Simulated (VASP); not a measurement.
CaS: electrostatic potential with PBE+D4

The system is CaS.

```
Ca S
1.0
     0.00000    2.83125    2.83125
     2.83125    0.00000    2.83125
     2.83125    2.83125    0.00000
Ca S
1 1
Cartesian
  0.0000 0.0000 0.0000
  2.8313 2.8313 2.8313
```

The cell was built by a generator and needn't be a form met in nature.

- Program: VASP 6.6.1
- Task: electrostatic potential
- Functional: PBE
- Dispersion: D4
- Potentials or basis: VASP PAW PBE potentials, release 64 (Ca_sv, S)
- Cutoff: 550 eV
- k mesh: 8 × 8 × 8
- Occupations: gaussian, width 0.02 eV
- Spin: no spin polarisation
- Further INCAR settings: ALGO = Normal; EDIFF = 1e-07

| Item | Value |
| --- | --- |
| Pressure | 0.0 GPa |
| Band gap on the k mesh | 2.32 eV, indirect (least direct gap 3.14 eV) |
| Dispersion energy per atom | -0.227 eV |

Levels at points of the mesh, in eV from the valence-band top:
| k point | band 5 | band 6 | band 7 | band 8 | band 9 | band 10 | band 11 | band 12 |
| --- | --- | --- | --- | --- | --- | --- | --- | --- |
| (0.00, 0.00, 0.00) | -11.38 | 0.00 | 0.00 | 0.00 | 4.16 | 4.16 | 4.16 | 4.26 |
| (0.50, 0.00, 0.00) | -10.53 | -3.15 | -1.19 | -1.19 | 5.25 | 6.12 | 6.25 | 6.25 |
| (0.50, 0.50, 0.00) | -10.74 | -2.31 | -0.82 | -0.82 | 2.32 | 5.64 | 6.11 | 6.86 |

It took 5.2 s on 4 MPI ranks on Intel(R) Xeon(R) Platinum 8488C (Sapphire Rapids), with other jobs on the host, peak memory 0.18 GiB a rank.

A k mesh can miss the band edges.
